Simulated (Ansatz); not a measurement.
Elastic constants of BaO (Fm-3m), step by step

```xyz
2
Lattice="0.0000 2.7452 2.7452 2.7452 0.0000 2.7452 2.7452 2.7452 0.0000" Properties=species:S:1:pos:R:3 pbc="T T T"
Ba    0.0000    0.0000    0.0000
O     2.7452    2.7452    2.7452
```

Conventional cell: a = 5.490 Å, b = 5.490 Å, c = 5.490 Å, α = 90.00°, β = 90.00°, γ = 90.00°. Around Ba (atom 1) lie 6 O at 2.75 Å. Around O (atom 2) lie 6 Ba at 2.75 Å.

Level of theory, where no other is named: PBEsol, all-electron LAPW in Ansatz 0.2.0, scalar-relativistic. k mesh 8×8×8, fixed occupations, basis error target 1 meV/atom. The cell was relaxed by PAW under this functional.

The cell is cubic and carries a residual pressure of -0.01 GPa at this level. Each strain component that symmetry leaves independent is applied at ±0.008, the ions relax wherever a strain frees them, and the stress (tension positive, GPa) is read. Shears are engineering strains, γ = 2ε.

| strain | size | σxx | σyy | σzz | σyz | σxz | σxy |
| --- | --- | --- | --- | --- | --- | --- | --- |
| xx | -0.008 | -1.1266 | -0.3904 | -0.3904 | 0.0000 | 0.0000 | 0.0000 |
| xx | +0.008 | 1.0368 | 0.3945 | 0.3945 | 0.0000 | 0.0000 | 0.0000 |
| yz | -0.008 | 0.0135 | 0.0109 | 0.0109 | -0.2753 | 0.0000 | 0.0000 |
| yz | +0.008 | 0.0135 | 0.0109 | 0.0109 | 0.2753 | 0.0000 | 0.0000 |

A central difference gives one constant, for example C11 ≈ (1.0368 − (-1.1266))/(0.016) = 135.2 GPa; the program then imposes the crystal's symmetry on the whole matrix.

(1) What are the independent elastic constants?

(2) Do they meet the Born conditions?

(3) What moduli does a random aggregate of grains have?

(4) With the density of 6.154 g/cm³, how fast does sound travel, and what Debye temperature follows?

(5) How far do the constants move if PAW replaces LAPW in the same cell?

Answers

(1) C11 = 135.2, C12 = 49.1, C44 = 34.4 GPa.

(2) C11 − C12 = 86.2, C11 + 2C12 = 233.3 and C44 = 34.4 GPa must all be positive, so the crystal is elastically stable; that says nothing yet of its phonons.

(3) B = (C11 + 2C12)/3 = 77.8 GPa. G_V = (C11 − C12 + 3C44)/5 = 37.9 and G_R = 5(C11 − C12)C44/(4C44 + 3(C11 − C12)) = 37.4, so G_H = 37.6 GPa. Then E = 9BG/(3B + G) = 97.3 GPa, ν = (3B − 2G)/(6B + 2G) = 0.292 and B/G = 2.07, on the ductile side of Pugh's 1.75 (a rule of thumb, made for metals; it doesn't predict ductility here).

(4) 

| direction | slow (m/s) | middle (m/s) | fast (m/s) |
| --- | --- | --- | --- |
| [100] | 2365 | 2365 | 4688 |
| [110] | 2365 | 2646 | 4535 |
| [111] | 2556 | 2556 | 4483 |

The mean of v⁻³ over directions and branches gives v_m = 2757 m/s and θ_D = (ħ/k_B) v_m (6π²n)^(1/3) = 299 K, n being atoms per volume. Young's modulus spans 90 to 109 GPa over directions, and the universal anisotropy index is 0.06.

(5) 

```csv
constant,LAPW (GPa),PAW (GPa),difference
C11,135.2,135.1,-0.1
C12,49.1,49.1,0.0
C44,34.4,34.4,0.0
```

Limits of these numbers: the frozen-core PAW files of the compared runs were fitted under PBE, their cores solved anew for this functional.
